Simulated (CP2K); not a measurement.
The system is MoS2, a slab with vacuum.

```
Mo S
1.0
     3.18413    0.00000    0.00000
    -1.59206    2.75753    0.00000
     0.00000    0.00000   17.33460
Mo S
1 2
Direct
  0.00000 0.00000 0.00000
  0.33333 0.66667 0.91051
  0.33333 0.66667 0.08949
```

Base run:

| Property | Result |
| --- | --- |
| Program | CP2K 2026.2 |
| Functional | LDA |
| Potentials or basis | GTH_POTENTIALS Mo GTH-PADE-q14, S GTH-PADE-q6; DZVP-MOLOPT-SR-GTH basis |
| Density cutoff | 6123 eV |
| k mesh | 7 × 7 × 2 |
| Occupations | fermi-dirac, width 0.05 eV |
| Spin | no spin polarisation |

Its results: band gap on the k mesh 1.79 eV, indirect (least direct gap 2.20 eV); largest force 0.235 eV/Å.

**Question.** The run is repeated on the same cell with these changes: hubbard terms from none to Mo d U = 2.0 eV. What comes out?

**Answer.** Band gap on the k mesh 1.61 eV, indirect (least direct gap 2.08 eV); largest force 0.224 eV/Å.

Caveats: the basis of atomic orbitals isn't converged, which shifts pressures, moduli and gaps; this program's U acts on Mulliken populations of all basis functions of the shell, so it isn't the U of plane-wave codes (some runs); energies scatter by some meV and the pressure isn't listed (some runs).

A k mesh can miss the band edges.
